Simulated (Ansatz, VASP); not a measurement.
## One calculation of TaN, two programs

The input INCAR:

```
ALGO = Normal
EDIFF = 1E-6
EDIFFG = -0.005
ENCUT = 600
GGA = PE
IBRION = 2
ISIF = 3
ISMEAR = 0
IVDW = 12
LASPH = T
LCHARG = F
LREAL = F
LWAVE = F
NELM = 100
NSW = 70
PREC = Accurate
SIGMA = 0.1
```

Contents of KPOINTS:

```
k-points
0
Gamma
  18 18 14
```

POSCAR

```
TaN
1.0
    2.9501846799      0.0000000000      0.0000000000
   -1.4750923399      2.5549348786      0.0000000000
    0.0000000000      0.0000000000      2.8977716016
Ta N
1 1
Direct
    0.3333333333      0.6666666667      0.5000000000
    0.0000000000      0.0000000000      0.0000000000
```

Input for Ansatz:

```yaml
crystal:
  lattice:
    - [2.9501846799, 0.0, 0.0]
    - [-1.4750923399, 2.5549348786, 0.0]
    - [0.0, 0.0, 2.8977716016]
  atoms:
    - { symbol: Ta, position: [0.3333333333, 0.6666666667, 0.5] }
    - { symbol: "N", position: [0.0, 0.0, 0.0] }
basis:
  ecutwfc: 420
kpoints:
  mp_grid: { grid: [18, 18, 14] }
hamiltonian:
  xc: pbe
  dispersion: d3bj
scf:
  occupations: { method: gaussian, width: 0.1 }
output:
  forces: true
  stress: true
  eigenvalues: true
relax:
  adjacent_minimum: "off"
  f_tol: 0.005
  max_steps: 50
  cell: { stress_tol: 0.05 }
```

Alike in both runs: task relaxation of cell and atoms; functional PBE; dispersion D3(BJ); k mesh 18 × 18 × 14; occupations gaussian, width 0.1 eV; no spin polarisation.

```csv
,VASP,Ansatz
version,VASP 6.6.1,Ansatz 0.2.0
potentials or method,"VASP PAW PBE potentials, release 64 (Ta_pv, N)","scalar-relativistic, plane waves, PAW"
plane-wave cutoff (eV),600,420
valence electrons in the cell,16,18
```

Ansatz gave:

- gap on the k mesh at the Fermi level, each at its own relaxed structure (eV): none
- relaxed volume (Å³/atom): 10.70
- relaxed cell length with the largest relative difference (Å): 2.881
- energy change over the relaxation (meV/atom): -5

Problem. Estimate VASP's values.

Solution. gap on the k mesh at the Fermi level, each at its own relaxed structure (eV): none; relaxed volume (Å³/atom): 10.72; relaxed cell length with the largest relative difference (Å): 2.883; energy change over the relaxation (meV/atom): -4.

A gap of «none» marks a metal or a gap that the smearing closes. The two sets of potentials don't hold the same shells in valence.

Caveats: pairwise dispersion overbinds metals, which lowers pressure and volume. The runs have no spin-orbit coupling, so splittings on Ta are missing.
